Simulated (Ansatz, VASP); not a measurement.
## Ga: VASP beside Ansatz

```
Ga
1.0
     0.00000    2.07653    2.07653
     2.07653    0.00000    2.07653
     2.07653    2.07653    0.00000
Ga
1
Direct
  0.00000 0.00000 0.00000
```

Alike in both runs: task single point; functional r2SCAN; k mesh 18 × 18 × 18; occupations gaussian, width 0.05 eV; no spin polarisation.

|  | VASP | Ansatz |
| --- | --- | --- |
| version | VASP 6.6.1 | Ansatz 0.2.0 |
| potentials or method | VASP PAW PBE potentials, release 64 (Ga_d) | scalar-relativistic, plane waves, PAW |
| plane-wave cutoff (eV) | 520 | 500 |
| valence electrons in the cell | 13 | 13 |

VASP gave:

* gap on the k mesh at the Fermi level (eV): none
* pressure (GPa): 0.1

Problem. What did Ansatz give for the same quantities?

Solution. gap on the k mesh at the Fermi level (eV): none; pressure (GPa): 0.0.

A gap of «none» marks a metal or a gap that the smearing closes.

Caveats: the PAW data sets were made with another functional, which shifts forces and pressure a little (VASP).
